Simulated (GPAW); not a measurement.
# Sr in GPAW: convergence with smearing width (eV)

Crystal: Sr.

```
Sr
1.0
     0.00000    3.04235    3.04235
     3.04235    0.00000    3.04235
     3.04235    3.04235    0.00000
Sr
1
Cartesian
  0.0000 0.0000 0.0000
```

- Program: GPAW 26.7.0
- Task: convergence study
- Functional: PBE
- Potentials or basis: GPAW PAW data sets (gpaw-data 1.2.1)
- Cutoff: 600 eV
- Basis: pw
- k mesh: 8 × 8 × 8
- Occupations: methfessel-paxton, width 0.5 eV
- Spin: no spin polarisation

These are the settings of the first run; the series varies smearing width (eV), with any setting tied to it.

Hardware: 1 thread of Arm Neoverse V2, with other jobs on the host.

Q: The values tried are 0.5, 0.3, 0.2, 0.15, 0.1, 0.05, 0.025, 0.01, loosest first. From which on does the energy stay within 1 meV/atom of the tightest run that finished?

A: From 0.3 on.

| smearing width (eV) | energy less the tightest run, at zero smearing (meV/atom) | pressure (GPa) | SCF cycles | CPU time (s) | peak memory (GiB) |
| --- | --- | --- | --- | --- | --- |
| 0.5 | 2.45 | -0.20 | 9 | 9.2 | 0.15 |
| 0.3 | -0.53 | -0.24 | 9 | 8.9 | 0.15 |
| 0.2 | -0.61 | -0.28 | 9 | 8.7 | 0.15 |
| 0.15 | -0.40 | -0.30 | 9 | 9.1 | 0.15 |
| 0.1 | -0.54 | -0.33 | 9 | 8.9 | 0.15 |
| 0.05 | -0.25 | -0.35 | 9 | 8.6 | 0.15 |
| 0.025 | -0.09 | -0.34 | 9 | 8.5 | 0.15 |
| 0.01 | 0.00 | -0.34 | 9 | 8.6 | 0.15 |

Against the tightest run, the pressure stays within 0.1 GPa from 0.2 on. Narrower smearing needs a denser k mesh, so at a fixed mesh the narrowest width isn't the most accurate. The tightest run that finished is the yardstick and may itself not be fully converged.

Caveat, for the tightest run too: this smearing can pin the Fermi level at a band edge.
